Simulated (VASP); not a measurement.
**ZnS (Sphalerite): how numerical settings change the zone-centre modes**

How far do the zone-centre frequencies of ZnS (Sphalerite) depend on the numerical settings? The starting structure is a measured crystal structure from the Crystallography Open Database.

Program: VASP 6.6.1. Level of theory: Kohn-Sham DFT with plane waves and PAW; LDA. Results are calculated unless marked as measured.

## Step 1: Set-up

The structure is cubic, space group F-43m (No. 216). The conventional cell has a = 5.409 Å, b = 5.409 Å, c = 5.409 Å, α = 90.00°, β = 90.00°, γ = 90.00°. Zn has 4 S at 2.34 Å nearest. Nearest to S lie 4 Zn at 2.34 Å. Farther neighbours and most contacts between anions are not listed.

Structure file:

```cif
data_structure
_symmetry_space_group_name_H-M 'F-43m'
_symmetry_Int_Tables_number 216
_cell_length_a 5.4093
_cell_length_b 5.4093
_cell_length_c 5.4093
_cell_angle_alpha 90.000
_cell_angle_beta 90.000
_cell_angle_gamma 90.000
_cell_volume 158.28
loop_
_atom_site_label
_atom_site_type_symbol
_atom_site_symmetry_multiplicity
_atom_site_Wyckoff_symbol
_atom_site_fract_x
_atom_site_fract_y
_atom_site_fract_z
_atom_site_occupancy
Zn1 Zn 4 a 0.00000 0.00000 0.00000 1
S1 S 4 c 0.25000 0.25000 0.25000 1
```

## Step 2: Reference modes

The cell comes from a relaxation at this level, not shown (37.22 Å³).

File INCAR:

```
SYSTEM = ZnS
PREC = Accurate
ENCUT = 450
EDIFF = 1E-08
NELM = 100
ISMEAR = 0
SIGMA = 0.03
LREAL = .FALSE.
ALGO = Normal
GGA = CA
NBANDS = 15
LORBIT = 11
LWAVE = .FALSE.
LCHARG = .FALSE.
KPAR = 8
IBRION = 8
LEPSILON = .TRUE.
LPEAD = .TRUE.
ISIF = 2
```

File POSCAR:

```
ZnS
1.0
    0.0000000000      2.6499951821      2.6499951821
    2.6499951821      0.0000000000      2.6499951821
    2.6499951821      2.6499951821      0.0000000000
Zn S
1 1
Direct
    0.0000000000      0.0000000000      0.0000000000
    0.7500000000      0.7500000000      0.7500000000
```

File KPOINTS:

```
Automatic mesh
0
Gamma
10 10 10
0 0 0
```

The projector-augmented-wave data sets are Zn and S (LDA family, release 64).

The run is started by

```
mpirun -np 8 vasp_std
```

The log of the run:

```text
[banner, memory and clock lines left out]
running    8 mpi-ranks, on    1 nodes
 distrk:  each k-point on    1 cores,    8 groups
 distr:  one band on    1 cores,    1 groups

 POSCAR found type information on POSCAR ZnS
 POSCAR found :  2 types and       2 ions
|                                                                             |
|           W    W    AA    RRRRR   N    N  II  N    N   GGGG   !!!           |
|           W    W   A  A   R    R  NN   N  II  NN   N  G    G  !!!           |
|           W    W  A    A  R    R  N N  N  II  N N  N  G       !!!           |
|           W WW W  AAAAAA  RRRRR   N  N N  II  N  N N  G  GGG   !            |
|           WW  WW  A    A  R   R   N   NN  II  N   NN  G    G                |
|           W    W  A    A  R    R  N    N  II  N    N   GGGG   !!!           |
|                                                                             |
|     For optimal performance we recommend to set                             |
|       NCORE = 2 up to number-of-cores-per-socket                            |
|     NCORE specifies how many cores store one orbital (NPAR=cpu/NCORE).      |
|     This setting can greatly improve the performance of VASP for DFT.       |
|     The default, NCORE=1 might be grossly inefficient on modern             |
|     multi-core architectures or massively parallel machines. Do your        |
|     Unfortunately you need to use the default for GW and RPA                |
|     calculations (for HF NCORE is supported but not extensively tested      |
|     yet).                                                                   |
|                                                                             |

 LDA part: xc-table for (Slater(with rela. corr.)+CA(PZ))
 , standard interpolation
 POSCAR, INCAR and KPOINTS ok, starting setup
 FFT: planning ... GRIDC
 FFT: planning ... GRID_SOFT
 FFT: planning ... GRID
 WAVECAR not read
 entering main loop
       N       E                     dE             d eps       ncg     rms          rms(c)
DAV:   1     0.832859400692E+02    0.83286E+02   -0.83120E+03  1418   0.132E+03
DAV:   2    -0.316079127406E+01   -0.86447E+02   -0.81556E+02  1627   0.253E+02
DAV:   3    -0.858658686259E+01   -0.54258E+01   -0.54022E+01  1795   0.645E+01
DAV:   4    -0.864441420184E+01   -0.57827E-01   -0.57815E-01  1634   0.690E+00
DAV:   5    -0.864516559085E+01   -0.75139E-03   -0.75137E-03  1865   0.774E-01    0.765E+00
DAV:   6    -0.824348269463E+01    0.40168E+00   -0.80641E-01  2091   0.338E+01    0.586E+00
DAV:   7    -0.821410822230E+01    0.29374E-01   -0.25328E-01  1683   0.538E+00    0.278E+00
DAV:   8    -0.820800206116E+01    0.61062E-02   -0.57265E-03  2067   0.131E+00    0.634E-01
DAV:   9    -0.820744595968E+01    0.55610E-03   -0.12103E-03  1592   0.268E-01    0.841E-02
DAV:  10    -0.820746124482E+01   -0.15285E-04   -0.87290E-05  1711   0.874E-02    0.219E-02
DAV:  11    -0.820745790522E+01    0.33396E-05   -0.10618E-05  2199   0.696E-02    0.408E-03
DAV:  12    -0.820745802917E+01   -0.12396E-06   -0.12768E-06  1704   0.115E-02    0.157E-03
DAV:  13    -0.820745803174E+01   -0.25711E-08   -0.43082E-08  1809   0.178E-03
   1 F= -.82074580E+01 E0= -.82074580E+01  d E =-.480795E-21
 Linear response reoptimize wavefunctions to high precision
DAV:   1    -0.820745803250E+01   -0.76125E-09   -0.21533E-09  1451   0.106E-03
DAV:   2    -0.820745803257E+01   -0.70486E-10   -0.78252E-10   992   0.222E-04
 Linear response to external field (no local field effect), progress :
  Direction:   1
       N       E                     dE             d eps       ncg     rms          rms(c)
RMM:   1    -0.636147122123E+00   -0.63615E+00   -0.24678E+00  1175   0.398E+00
RMM:   2    -0.664802034116E+00   -0.28655E-01   -0.14099E-02  1263   0.852E-01
RMM:   3    -0.665156005561E+00   -0.35397E-03   -0.60184E-04  1271   0.156E-01
RMM:   4    -0.665161248720E+00   -0.52432E-05   -0.30530E-05  1273   0.319E-02
RMM:   5    -0.665161300321E+00   -0.51600E-07   -0.27492E-06  1279   0.834E-03
RMM:   6    -0.665161312208E+00   -0.11887E-07   -0.27436E-07  1280   0.230E-03
RMM:   7    -0.665161312293E+00   -0.85596E-10   -0.16031E-08   922   0.608E-04
 change of polarisation eV/A/(eV/A) component  1 :     1.330     0.600     0.147
 dielectric tensor                  component  1 :     7.468     2.916     0.712
 Linear response to external field (no local field effect), progress :
  Direction:   2
       N       E                     dE             d eps       ncg     rms          rms(c)
RMM:   1    -0.671246471171E+00   -0.67125E+00   -0.26384E+00  1180   0.396E+00
RMM:   2    -0.702755434411E+00   -0.31509E-01   -0.14829E-02  1263   0.864E-01
RMM:   3    -0.703080897283E+00   -0.32546E-03   -0.57518E-04  1269   0.159E-01
RMM:   4    -0.703086549104E+00   -0.56518E-05   -0.44458E-05  1275   0.342E-02
RMM:   5    -0.703086557498E+00   -0.83943E-08   -0.35385E-06  1279   0.923E-03
RMM:   6    -0.703086571826E+00   -0.14327E-07   -0.41888E-07  1280   0.264E-03
RMM:   7    -0.703086570153E+00    0.16729E-08   -0.22357E-08   880   0.659E-04
 change of polarisation eV/A/(eV/A) component  2 :     0.600     1.406    -0.214
 dielectric tensor                  component  2 :     2.916     7.837    -1.038
 Linear response to external field (no local field effect), progress :
  Direction:   3
[...]
RMM:   2    -0.576056285027E+00   -0.26233E-01   -0.13907E-02  4594   0.824E-01    0.142E+00
RMM:   3    -0.540186227344E+00    0.35870E-01   -0.26955E-02  9670   0.862E-01    0.736E-01
RMM:   4    -0.545345137263E+00   -0.51589E-02   -0.15807E-02 10468   0.693E-01    0.183E-01
RMM:   5    -0.552152822092E+00   -0.68077E-02   -0.67030E-04  8909   0.173E-01    0.407E-02
RMM:   6    -0.552813143507E+00   -0.66032E-03   -0.68216E-05 10055   0.516E-02    0.183E-02
RMM:   7    -0.553053962424E+00   -0.24082E-03   -0.58568E-06  9231   0.153E-02    0.173E-03
RMM:   8    -0.553066540936E+00   -0.12579E-04   -0.30391E-07  9816   0.366E-03    0.892E-04
RMM:   9    -0.553064625896E+00    0.19150E-05   -0.42257E-09  9938   0.116E-03    0.320E-04
RMM:  10    -0.553067988610E+00   -0.33627E-05   -0.10338E-07  9122   0.337E-04    0.130E-04
RMM:  11    -0.553066551652E+00    0.14370E-05   -0.60289E-08  8326   0.148E-04    0.111E-05
RMM:  12    -0.553067118360E+00   -0.56671E-06   -0.26723E-08  5764   0.648E-05    0.253E-06
 change of polarisation eV/A/(eV/A) component  1 :     1.051     0.223     0.134
 dielectric tensor                  component  1 :     6.108     1.083     0.651
 Linear response to external field, progress :
  Direction:   2
       N       E                     dE             d eps       ncg     rms          rms(c)
RMM:   1    -0.549823189589E+00   -0.54982E+00   -0.20945E+00  4239   0.381E+00
RMM:   2    -0.576051929740E+00   -0.26229E-01   -0.13847E-02  4592   0.824E-01    0.142E+00
RMM:   3    -0.540185846929E+00    0.35866E-01   -0.26947E-02  9659   0.862E-01    0.736E-01
RMM:   4    -0.545340104905E+00   -0.51543E-02   -0.15744E-02 10461   0.693E-01    0.183E-01
RMM:   5    -0.552147269598E+00   -0.68072E-02   -0.62530E-04  8905   0.173E-01    0.407E-02
RMM:   6    -0.552812818457E+00   -0.66555E-03   -0.55779E-05 10054   0.517E-02    0.183E-02
RMM:   7    -0.553053516985E+00   -0.24070E-03   -0.25307E-06  9225   0.153E-02    0.173E-03
RMM:   8    -0.553066775206E+00   -0.13258E-04    0.62636E-08  9810   0.366E-03    0.887E-04
RMM:   9    -0.553065155157E+00    0.16200E-05    0.23509E-08  9943   0.116E-03    0.322E-04
RMM:  10    -0.553069532348E+00   -0.43772E-05   -0.33777E-08  9126   0.337E-04    0.130E-04
RMM:  11    -0.553069181460E+00    0.35089E-06   -0.91350E-09  8335   0.148E-04    0.113E-05
RMM:  12    -0.553067870400E+00    0.13111E-05    0.22744E-08  5799   0.646E-05    0.248E-06
 change of polarisation eV/A/(eV/A) component  2 :     0.197     1.051     0.114
 dielectric tensor                  component  2 :     0.956     6.108     0.553
 Linear response to external field, progress :
  Direction:   3
       N       E                     dE             d eps       ncg     rms          rms(c)
RMM:   1    -0.549798491449E+00   -0.54980E+00   -0.20942E+00  4238   0.381E+00
RMM:   2    -0.576055789259E+00   -0.26257E-01   -0.13934E-02  4594   0.824E-01    0.142E+00
RMM:   3    -0.540192049005E+00    0.35864E-01   -0.27018E-02  9693   0.862E-01    0.736E-01
RMM:   4    -0.545341936326E+00   -0.51499E-02   -0.15767E-02 10477   0.693E-01    0.183E-01
RMM:   5    -0.552147331584E+00   -0.68054E-02   -0.62542E-04  8905   0.173E-01    0.407E-02
RMM:   6    -0.552812661521E+00   -0.66533E-03   -0.56865E-05 10052   0.517E-02    0.183E-02
RMM:   7    -0.553054388249E+00   -0.24173E-03   -0.24885E-06  9230   0.153E-02    0.173E-03
RMM:   8    -0.553067360987E+00   -0.12973E-04    0.18641E-08  9817   0.366E-03    0.896E-04
RMM:   9    -0.553064961775E+00    0.23992E-05    0.14162E-08  9949   0.116E-03    0.321E-04
RMM:  10    -0.553068349412E+00   -0.33876E-05   -0.52566E-08  9117   0.338E-04    0.131E-04
RMM:  11    -0.553067997736E+00    0.35168E-06   -0.22258E-08  8334   0.148E-04    0.114E-05
RMM:  12    -0.553068342145E+00   -0.34441E-06   -0.10914E-08  5807   0.654E-05    0.259E-06
 change of polarisation eV/A/(eV/A) component  3 :     0.160     0.197     1.051
 dielectric tensor                  component  3 :     0.777     0.957     6.108
 Linear response DOF=           2
 Linear response progress:
  Degree of freedom:   1/  2
       N       E                     dE             d eps       ncg     rms          rms(c)
RMM:   1    -0.212613463423E+00   -0.21261E+00    0.83425E-05  7240   0.217E+00
RMM:   2    -0.210520594563E+00    0.20929E-02   -0.30347E-03  8221   0.468E-01    0.123E-01
RMM:   3    -0.210311336212E+00    0.20926E-03   -0.70270E-05  9666   0.679E-02    0.721E-02
RMM:   4    -0.210043554616E+00    0.26778E-03   -0.14492E-05  9540   0.266E-02    0.393E-03
RMM:   5    -0.210043229283E+00    0.32533E-06   -0.57813E-07 10082   0.465E-03    0.138E-03
RMM:   6    -0.210047830183E+00   -0.46009E-05    0.10730E-07  9986   0.144E-03    0.279E-04
RMM:   7    -0.210048261998E+00   -0.43181E-06    0.19830E-08 10136   0.365E-04    0.124E-04
RMM:   8    -0.210048254508E+00    0.74893E-08    0.19428E-08  9665   0.155E-04    0.306E-05
 first order change of Fermi-energy  -0.52558E-04
 force on displaced ion       1 direction 1 :  -6.804   0.000   0.000
 Born effective charge ion    1 direction 1 :   1.911   0.000   0.000
 Linear response progress:
  Degree of freedom:   2/  2
       N       E                     dE             d eps       ncg     rms          rms(c)
RMM:   1    -0.105178633318E+00   -0.10518E+00    0.52771E-02 12725   0.230E+00
RMM:   2    -0.102961702866E+00    0.22169E-02   -0.48322E-03  8296   0.671E-01    0.174E-01
RMM:   3    -0.103349640050E+00   -0.38794E-03   -0.33649E-04  8926   0.147E-01    0.867E-02
RMM:   4    -0.103738355799E+00   -0.38872E-03   -0.61011E-05  9029   0.533E-02    0.169E-02
RMM:   5    -0.103751451584E+00   -0.13096E-04   -0.66158E-06  9373   0.133E-02    0.951E-03
RMM:   6    -0.103735731077E+00    0.15721E-04   -0.12799E-06  9232   0.392E-03    0.468E-03
RMM:   7    -0.103738589325E+00   -0.28582E-05   -0.81364E-08  9256   0.130E-03    0.616E-04
RMM:   8    -0.103738731495E+00   -0.14217E-06   -0.26708E-08  9768   0.287E-04    0.123E-04
RMM:   9    -0.103738214896E+00    0.51660E-06   -0.50836E-09  9623   0.948E-05    0.419E-05
RMM:  10    -0.103738441119E+00   -0.22622E-06   -0.79726E-09  9495   0.397E-05    0.615E-06
RMM:  11    -0.103738436434E+00    0.46851E-08   -0.16210E-10  9599   0.184E-05    0.563E-06
 first order change of Fermi-energy   0.34040E-03
 force on displaced ion       2 direction 1 :  -6.722   0.000   0.000
 Born effective charge ion    2 direction 1 :  -1.912   0.000   0.000
 Born effective charges drift removed
 Linear response finished
```

It took 3.8 min on 8 MPI ranks of AMD EPYC 7R43, shared host; peak memory 2.9 GiB; 24 min of CPU time.

Lines that name or quote the potential files are left out of all logs, and their timing lines are given in words.

From OUTCAR (step 2):

```text
ion  position               nearest neighbor table
   1  0.000  0.000  0.000-   2 2.29   2 2.29   2 2.29   2 2.29
   2  0.750  0.750  0.750-   1 2.29   1 2.29   1 2.29   1 2.29

  LATTYP: Found a face centered cubic cell.
 ALAT       =     5.2999903642

 Subroutine GETGRP returns: Found 24 space group operations
 (whereof 24 operations were pure point group operations)

The static configuration has the point symmetry T_d .

 Found     47 irreducible k-points:

   k-points           NKPTS =     47   k-points in BZ     NKDIM =     47   number of bands    NBANDS=     15

   dimension x,y,z NGX =    28 NGY =   28 NGZ =   28
   dimension x,y,z NGXF=    56 NGYF=   56 NGZF=   56

   ENCUT  =  450.0 eV  33.07 Ry    5.75 a.u.   6.48  6.48  6.48*2*pi/ulx,y,z

   NELECT =      18.0000    total number of electrons

 k-points in reciprocal lattice and weights: Automatic mesh
   0.00000000  0.00000000  0.00000000       0.001
   0.10000000  0.00000000  0.00000000       0.008
   0.20000000  0.00000000  0.00000000       0.008
   0.30000000  0.00000000  0.00000000       0.008
   0.40000000  0.00000000  0.00000000       0.008
   0.50000000  0.00000000  0.00000000       0.004
   0.10000000  0.10000000  0.00000000       0.006
   0.20000000  0.10000000  0.00000000       0.024
   0.30000000  0.10000000  0.00000000       0.024
[...]
-0.30000000  0.40000000  0.20000000       0.024
  -0.30000000  0.50000000  0.20000000       0.012

 average (electrostatic) potential at core
       1 -37.0595       2 -88.7706

  Total        0.0004306      0.0004306      0.0004306      0.0000000      0.0000000     -0.0000000
  in kB        0.0185342      0.0185342      0.0185342      0.0000000      0.0000000     -0.0000000
  external PRESSURE =       0.0185342 kB  Pullay stress =       0.0000000 kB

  energy-cutoff  :      450.00
  volume of cell :       37.22
      direct lattice vectors                 reciprocal lattice vectors
     0.000000000  2.649995182  2.649995182    -0.188679588  0.188679588  0.188679588
     2.649995182  0.000000000  2.649995182     0.188679588 -0.188679588  0.188679588
     2.649995182  2.649995182  0.000000000     0.188679588  0.188679588 -0.188679588

 POSITION                                       TOTAL-FORCE (eV/Angst)
 -----------------------------------------------------------------------------------
      0.00000      0.00000      0.00000         0.000000      0.000000      0.000000
      3.97499      3.97499      3.97499        -0.000000     -0.000000     -0.000000
 -----------------------------------------------------------------------------------
    total drift:                               -0.000001     -0.000001     -0.000001

 MACROSCOPIC STATIC DIELECTRIC TENSOR (including local field effects in DFT)
 ------------------------------------------------------
           6.107526     0.000000     0.000000
          -0.000000     6.107526    -0.000000
           0.000000     0.000000     6.107526
 ------------------------------------------------------

 PIEZOELECTRIC TENSOR (including local field effects)  for field in x, y, z        (C/m^2)
          XX          YY          ZZ          XY          YZ          ZX
  --------------------------------------------------------------------------------
  x     0.00000    -0.00000    -0.00000     0.00000     0.66134     0.00000
  y     0.00000    -0.00000     0.00000     0.00000     0.00000     0.66134
  z    -0.00000    -0.00000     0.00000     0.66134     0.00000     0.00000

 BORN EFFECTIVE CHARGES (including local field effects) (in |e|, cummulative output)
 ---------------------------------------------------------------------------------
 ion    1
    1     1.91221    -0.00000     0.00000
    2     0.00000     1.91221    -0.00000
    3    -0.00000     0.00000     1.91221
 ion    2
    1    -1.91221     0.00000     0.00000
    2    -0.00000    -1.91221     0.00000
    3     0.00000    -0.00000    -1.91221

 Eigenvectors and eigenvalues of the dynamical matrix
 ----------------------------------------------------

   1 f  =    8.755982 THz    55.015459 2PiTHz  292.068131 cm-1    36.211817 meV
             X         Y         Z           dx          dy          dz
      0.000000  0.000000  0.000000    -0.575959    0.000000    0.000000
      3.974993  3.974993  3.974993     0.817478    0.000000    0.000000

   2 f  =    8.755982 THz    55.015459 2PiTHz  292.068131 cm-1    36.211817 meV
             X         Y         Z           dx          dy          dz
      0.000000  0.000000  0.000000     0.000000   -0.575959    0.000000
      3.974993  3.974993  3.974993     0.000000    0.817478    0.000000

   3 f  =    8.755982 THz    55.015459 2PiTHz  292.068131 cm-1    36.211817 meV
             X         Y         Z           dx          dy          dz
      0.000000  0.000000  0.000000     0.000000    0.000000   -0.575959
      3.974993  3.974993  3.974993     0.000000    0.000000    0.817478

   4 f/i=    0.025119 THz     0.157826 2PiTHz    0.837874 cm-1     0.103883 meV
             X         Y         Z           dx          dy          dz
      0.000000  0.000000  0.000000    -0.817478    0.000000    0.000000
      3.974993  3.974993  3.974993    -0.575959    0.000000    0.000000

   5 f/i=    0.025119 THz     0.157826 2PiTHz    0.837874 cm-1     0.103883 meV
             X         Y         Z           dx          dy          dz
      0.000000  0.000000  0.000000     0.000000    0.817478    0.000000
      3.974993  3.974993  3.974993     0.000000    0.575959    0.000000

   6 f/i=    0.025119 THz     0.157826 2PiTHz    0.837874 cm-1     0.103883 meV
             X         Y         Z           dx          dy          dz
      0.000000  0.000000  0.000000     0.000000    0.000000    0.817478
      3.974993  3.974993  3.974993     0.000000    0.000000    0.575959

 MACROSCOPIC STATIC DIELECTRIC TENSOR IONIC CONTRIBUTION
 ------------------------------------------------------
           2.628500     0.000000    -0.000000
           0.000000     2.628500     0.000000
          -0.000000     0.000000     2.628500
 ------------------------------------------------------

 ELASTIC MODULI CONTR FROM IONIC RELAXATION (kBar)
 Direction    XX          YY          ZZ          XY          YZ          ZX
 --------------------------------------------------------------------------------
 XX          -0.0000      0.0000      0.0000     -0.0000      0.0000     -0.0000
 YY           0.0000     -0.0000     -0.0000     -0.0000     -0.0000     -0.0000
 ZZ           0.0000     -0.0000     -0.0000      0.0000     -0.0000     -0.0000
 XY          -0.0000     -0.0000      0.0000   -272.9859      0.0000     -0.0000
 YZ           0.0000     -0.0000     -0.0000      0.0000   -272.9859     -0.0000
 ZX          -0.0000     -0.0000     -0.0000     -0.0000     -0.0000   -272.9859
 --------------------------------------------------------------------------------

 PIEZOELECTRIC TENSOR IONIC CONTR  for field in x, y, z        (C/m^2)
          XX          YY          ZZ          XY          YZ          ZX
  --------------------------------------------------------------------------------
  x     0.00000    -0.00000    -0.00000     0.00000    -0.79707    -0.00000
  y    -0.00000    -0.00000    -0.00000    -0.00000    -0.00000    -0.79707
  z    -0.00000    -0.00000     0.00000    -0.79707     0.00000    -0.00000
```

Energies printed during the response cycles are not total energies of the cell.

Reference: the zone-centre mode is T2 292.1 cm⁻¹.

(Part 1 of 2 ends here.)

[Lines on the potential files, build, host, timing and source positions are cut from VASP's logs without a mark.]

[Logs are printed without paths, hosts, clocks, repeated set-up lines and the standing remarks that a program may print on its own settings, such as how far it seeks lower states.]

[Hosts, paths, dates, database ids (printed as entryN), source tags and the programs' standing remarks are cut or masked in the printed files.]
